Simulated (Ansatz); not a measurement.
**BaTiO3: energy and pressure over a range of volumes**

An exercise on one series of results from a longer session: the logs are not shown, and one member is left open.

Method: DFT PBE, scalar-relativistic, in Ansatz 0.2.0.

### The structure to begin with

It takes space group P4/mmm (No. 123, tetragonal). The conventional cell has a = 4.000 Å, b = 4.000 Å, c = 4.018 Å, α = 90.00°, β = 90.00°, γ = 90.00°. Around Ba (site symmetry 4/mmm) lie 12 O at 2.83 Å. Around Ti (site symmetry 4/mmm) lie 6 O at 2.00 to 2.01 Å. O (site symmetry 4/mmm) has 2 Ti at 2.01 Å and 4 Ba at 2.83 Å as nearest neighbours. Around O (site symmetry mmm) lie 2 Ti at 2.00 Å and 4 Ba at 2.83 Å.

Coordinates:

```
Ba Ti O
1.0
     3.99980    0.00000    0.00000
     0.00000    3.99980    0.00000
     0.00000    0.00000    4.01800
Ba Ti O
1 1 3
Direct
  0.00000 0.00000 0.00000
  0.50000 0.50000 0.50000
  0.50000 0.50000 0.00000
  0.50000 0.00000 0.50000
  0.00000 0.50000 0.50000
```

Atoms are numbered in the order of the input: Ba1, Ti2, O3, O4, O5.

Set-up of the first run:

File input.yaml:

```yaml
crystal:
  lattice:
    - [3.945742022, 0.0, 0.0]
    - [0.0, 3.945742022, 0.0]
    - [0.0, 0.0, 3.9636960459]
  atoms:
    - { symbol: Ba, position: [0.0, 0.0, 0.0] }
    - { symbol: Ti, position: [0.5, 0.5, 0.5] }
    - { symbol: O, position: [0.5, 0.5, 0.0] }
    - { symbol: O, position: [0.5, 0.0, 0.5] }
    - { symbol: O, position: [0.0, 0.5, 0.5] }
kpoints:
  mp_grid: { grid: [7, 7, 7] }
  band_path:
    path:
      - [0.0, 0.0, 0.0]
      - [0.0, 0.5, 0.0]
      - [0.5, 0.5, 0.0]
      - [0.0, 0.0, 0.0]
      - [0.0, 0.0, 0.5]
      - [0.0, 0.5, 0.5]
      - [0.5, 0.5, 0.5]
      - [0.0, 0.0, 0.5]
      - [0.0, 0.5, 0.0]
    npoints: 5
scf:
  occupations: { method: fermi_dirac, width: 0.03 }
hamiltonian:
  xc: pbe
  pseudopotentials: { kind: all_electron, lapw: { basis_error: 0.001 } }
output:
  forces: true
  stress: true
  eigenvalues: true
```

On the command line:

```sh
> ansatz run input.yaml --threads 2 --pin off --max-ram 6144MiB --backend cpu --events-out ev --progress --plain --runs-dir out
```

Steps of the session up to this table: Volume × 0.96, LAPW; Volume × 0.96, PAW; Volume × 0.96, crystal datasets; Volume × 0.99, LAPW; Volume × 0.99, PAW; Volume × 0.99, crystal datasets; Volume × 1.02, LAPW; Volume × 1.02, PAW; Volume × 1.02, crystal datasets; Volume × 1.06, LAPW; Volume × 1.06, PAW; Volume × 1.06, crystal datasets.

One of the session's tables, all rows but one given; the rest of the session is left out.

It belongs to the step «Fits». 

| method | volume (Å³/atom) | gap on the k mesh (eV) |
| --- | --- | --- |
| LAPW | 12.342 | 1.95 |
| LAPW | 12.728 | 1.88 |
| LAPW | 13.113 | 1.81 |
| LAPW | 13.628 | 1.73 |
| PAW | 12.342 | 1.95 |
| PAW | 12.728 | 1.89 |
| PAW | 13.113 | ? |
| PAW | 13.628 | 1.73 |
| crystal datasets | 12.342 | 1.95 |
| crystal datasets | 12.728 | 1.88 |
| crystal datasets | 13.113 | – |
| crystal datasets | 13.628 | 1.73 |

Estimate the missing values for PAW, 13.113.

As computed: gap on the k mesh (eV): 1.82.

To keep in mind: Warnings in the runs' records: gradients without spin orbit, crystal datasets made, printed levels off.
